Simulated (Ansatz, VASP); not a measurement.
# Two plane-wave programs on Si12H6C

```
Si H C
1.0
     7.68059    0.00000    0.00000
     0.00000    7.68059    0.00000
     0.00000    0.00000   22.80875
Si H C
24 12 2
Cartesian
  0.8408 -0.0022 14.9731
  1.0801 3.8397 14.6311
  3.1983 0.0007 14.9539
  3.3121 3.8401 15.3176
  0.0801 1.8916 13.8334
  0.0805 5.7870 13.8297
  3.7589 1.9991 13.8661
  3.7586 5.6817 13.8674
  1.9610 1.9146 12.3556
  1.9619 5.7671 12.3548
  5.7480 1.9493 12.5840
  5.7471 5.7314 12.5836
  1.8996 0.0007 11.0299
  1.9328 3.8407 11.0454
  5.7448 0.0001 11.2160
  5.7799 3.8403 11.1666
  -0.0539 0.0000 9.7628
  -0.0113 3.8403 9.7533
  3.8624 0.0001 9.7637
  3.8770 3.8401 9.7558
  0.0000 1.9201 8.4200
  0.0000 5.7604 8.4200
  3.8403 1.9201 8.4200
  3.8403 5.7604 8.4200
  -1.1600 1.9201 7.5000
  1.1600 1.9201 7.5000
  -1.1600 5.7604 7.5000
  1.1600 5.7604 7.5000
  2.6803 1.9201 7.5000
  5.0003 1.9201 7.5000
  2.6803 5.7604 7.5000
  5.0003 5.7604 7.5000
  0.8013 0.8596 17.3825
  0.8305 -0.9160 17.3524
  3.1922 0.9132 17.3329
  3.2211 -0.8660 17.3601
  1.2307 -0.0129 16.8729
  2.7884 0.0092 16.8577
```

Alike in both runs: functional PBE; dispersion D3(BJ); k mesh 3 × 3 × 1; occupations gaussian, width 0.05 eV; no spin polarisation.

Ansatz relaxed the structure, and its values are those at the end. VASP's run is a single point on that final structure, the one shown.

|  | VASP | Ansatz |
| --- | --- | --- |
| version | VASP 6.6.1 | Ansatz 0.2.0 |
| potentials or method | VASP PAW PBE potentials, release 64 (Si, H, C) | scalar-relativistic, plane waves, PAW |
| plane-wave cutoff (eV) | 520 | 420 |
| valence electrons in the cell | 116 | 116 |

```tsv
	VASP	Ansatz	Ansatz less VASP
gap on the k mesh at the Fermi level (eV)	0.73	0.73	-0.001
least direct gap on the mesh (eV)	0.87	0.87	+0.001
rms of the force components (eV/Å)	0.057	0.055	-0.0014
dispersion energy (meV/atom)	-172.1	-172.1	-0.02
```

The functional is the same, so the differences come from potentials, cutoffs and numerics.
